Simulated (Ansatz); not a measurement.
Tubes are rolled from the relaxed Si monolayer (P-3m1, bond 2.28 Å, gap on the mesh 0.00 eV); atoms and period are relaxed, and energies count from the flat sheet.

All numbers below come from DFT PBE, scalar-relativistic, plane waves, PAW in Ansatz.

Cutoff 420 eV, Gaussian smearing of 0.05 eV, energies at zero smearing, symmetry of each start kept, no spin polarisation.

Question: Order these by excess energy, lowest first.
A. (5,5)
B. (6,0)

Answer: A (36.5 meV/atom), B (66.6 meV/atom).

```json
{"start": "(6,0)", "atoms": "24", "k mesh": "1×1×12", "excess energy (meV/atom)": "66.6", "period (Å)": "6.655", "mean diameter (Å)": "7.42", "gap on the mesh (eV)": "0", "highest filled level or Fermi level under vacuum (eV)": "4.93"}
{"start": "(5,5)", "atoms": "20", "k mesh": "1×1×20", "excess energy (meV/atom)": "36.5", "period (Å)": "3.846", "mean diameter (Å)": "10.70", "gap on the mesh (eV)": "0.53", "highest filled level or Fermi level under vacuum (eV)": "4.77"}
```

Cost: 2 runs of about 11 core-minutes in all, on Intel Xeon 6975P-C (Granite Rapids) (shared hosts).